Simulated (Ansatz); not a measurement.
The system is CuAu3.

```
CELL_PARAMETERS angstrom
3.98000 0.00000 0.00000
0.00000 3.98000 0.00000
0.00000 0.00000 3.98000
ATOMIC_POSITIONS crystal
Au 0.50000 0.50000 0.00000
Au 0.50000 0.00000 0.50000
Au 0.00000 0.50000 0.50000
Cu 0.00000 0.00000 0.00000
```

```yaml
Program: Ansatz 0.2.0
Task: single point
Functional: PBEsol
Potentials_or_basis: Ansatz PAW
Cutoff: "420 eV (not typed: the program's choice for these potentials)"
k_mesh: 7 × 7 × 7
Occupations: fermi-dirac, width 0.05 eV
Spin: no spin polarisation
```

On this cell: pressure -1.0 GPa; largest force zero by symmetry; band gap on the k mesh none (metal or under the smearing width).

The same run follows on a disturbed copy (atoms moved at random, drawn with an rms of 0.05 Å):

```
CELL_PARAMETERS angstrom
3.98000 0.00000 0.00000
0.00000 3.98000 0.00000
0.00000 0.00000 3.98000
ATOMIC_POSITIONS crystal
Au 0.52201 0.49983 0.99671
Au 0.49135 0.99340 0.49211
Au 0.00488 0.49655 0.48390
Cu 0.00104 0.00460 0.00834
```

Task: What does the disturbed cell give?

Result: The energy (extrapolated to zero smearing) moves by +11.3 meV/atom; pressure -0.4 GPa; largest force 0.625 eV/Å; band gap on the k mesh none (metal or under the smearing width).

Forces on the atoms (eV/Å):
```
Au  -0.425 -0.093 -0.449
Au   0.247  0.194  0.274
Au   0.103 -0.024  0.465
Cu   0.075 -0.077 -0.289
```

Stress tensor (GPa, compression positive):
```
-0.37 -0.11  0.44
-0.11 -0.37  0.13
 0.44  0.13 -0.36
```

Caveats: the PAW data sets come from PBE, with cores solved anew for the run's functional, which leaves a small shift of forces and pressure.
